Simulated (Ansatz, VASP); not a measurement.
This is a calculation of Ta2N for Ansatz 0.2.0.

The input input.yaml:

```yaml
crystal:
  lattice:
    - [3.1538249076, 0.0, 0.0]
    - [-1.5769124538, 2.731292489, 0.0]
    - [0.0, 0.0, 4.9339252043]
  atoms:
    - { symbol: Ta, position: [0.3333333333, 0.6666666667, 0.254711] }
    - { symbol: Ta, position: [0.6666666667, 0.3333333333, 0.745289] }
    - { symbol: "N", position: [0.0, 0.0, 0.0] }
hamiltonian:
  xc: pbe
  pseudopotentials: { kind: paw }
kpoints:
  mp_grid: { grid: [10, 10, 6] }
scf:
  occupations: { method: fermi_dirac, width: 0.05 }
output:
  forces: true
  stress: true
  eigenvalues: true
```

Potentials or basis: Ansatz PAW.

Launch:

```console
$ ansatz run input.yaml --threads 1 --pin off --max-ram 3584MiB --backend cpu --events-out ev --progress --plain --runs-dir out
```

Problem. Translate it to VASP 6.6.1. Potentials there: VASP PAW PBE potentials, release 64 (Ta_pv, N).

Solution. As run (the cutoff follows the program's own potentials):

INCAR

```
SYSTEM = Ta2N
  PREC = Accurate
  ENCUT = 520
  EDIFF = 1E-7
  ISMEAR = -1
  SIGMA = 0.05
  LREAL = .False.
  LASPH = .True.
  NELM = 60
  ALGO = Normal
  ISIF = 2
  LWAVE = .False.
  LCHARG = .False.
  GGA = PE
  NBANDS = 20
```

The input KPOINTS:

```
Automatic mesh
0
Gamma
  10 10 6
  0 0 0
```

POSCAR

```
Ta2N
1.0
    3.1538249076      0.0000000000      0.0000000000
   -1.5769124538      2.7312924890      0.0000000000
    0.0000000000      0.0000000000      4.9339252043
Ta N
2 1
Direct
    0.3333333333      0.6666666667      0.2547110000
    0.6666666667      0.3333333333      0.7452890000
    0.0000000000      0.0000000000      0.0000000000
```

Potentials or basis: VASP PAW PBE potentials, release 64 (Ta_pv, N).

Run with:

```bash
$ cat potpaw_PBE.64/Ta_pv/POTCAR potpaw_PBE.64/N/POTCAR > POTCAR
$ mpirun -np 1 vasp_std > vasp.out
```

Both were run:

|  | VASP | Ansatz | Ansatz less VASP |
| --- | --- | --- | --- |
| gap on the k mesh at the Fermi level (eV) | none | none | - |
| pressure (GPa) | -10.9 | -11.2 | -0.33 |
| largest component of the traceless stress (GPa) | 0.60 | 0.66 | +0.060 |
| rms of the force components (eV/Å) | 0.085 | 0.103 | +0.0185 |

Atom by atom the forces differ by 0.019 eV/Å (rms over components). A gap of «none» marks a metal or a gap that the smearing closes. The two sets of potentials don't hold the same shells in valence.

Spin-orbit coupling is left out, which matters for the levels of Ta.
